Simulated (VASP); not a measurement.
ZnO, 4 atoms in the cell. Symmetry: P6_3mc, No. 186, hexagonal system. The conventional cell has a = 3.249 Å, b = 3.249 Å, c = 5.206 Å, α = 90.00°, β = 90.00°, γ = 120.00°. Zn (site symmetry 3m) has 4 O at 1.97 to 1.98 Å as nearest neighbours. Around O (site symmetry 3m) lie 4 Zn at 1.97 to 1.98 Å. 

| Item | Value |
| --- | --- |
| Program | VASP 6.6.1 |
| Task | relaxation of cell and atoms |
| Functional | PBEsol |
| Potentials or basis | VASP PAW PBE potentials, release 64 (Zn, O) |
| Cutoff | 600 eV |
| k mesh | 9 × 9 × 5 |
| Occupations | gaussian, width 0.03 eV |
| Spin | no spin polarisation |
| Further INCAR settings | ALGO = Normal; EDIFF = 1e-06; IBRION = 2; EDIFFG = -0.01; NSW = 90; ISIF = 3 |

Potentials or basis: VASP PAW PBE potentials, release 64 (Zn, O).

Command:

```sh
$ cat potpaw_PBE.64/Zn/POTCAR potpaw_PBE.64/O/POTCAR > POTCAR
$ mpirun -np 1 vasp_std > vasp.out
```

Hardware: 1 thread of Intel(R) Xeon(R) Platinum 8259CL CPU @ 2.50GHz (Skylake/Cascade Lake), on a shared host.

Task: Estimate the wall time of this run.

Result: It took 2.7 min on 1 thread of Intel(R) Xeon(R) Platinum 8259CL CPU @ 2.50GHz (Skylake/Cascade Lake), with other jobs on the host, peak memory 0.2 GiB. Counts: scf iterations 51, k points 36, ion steps 8.
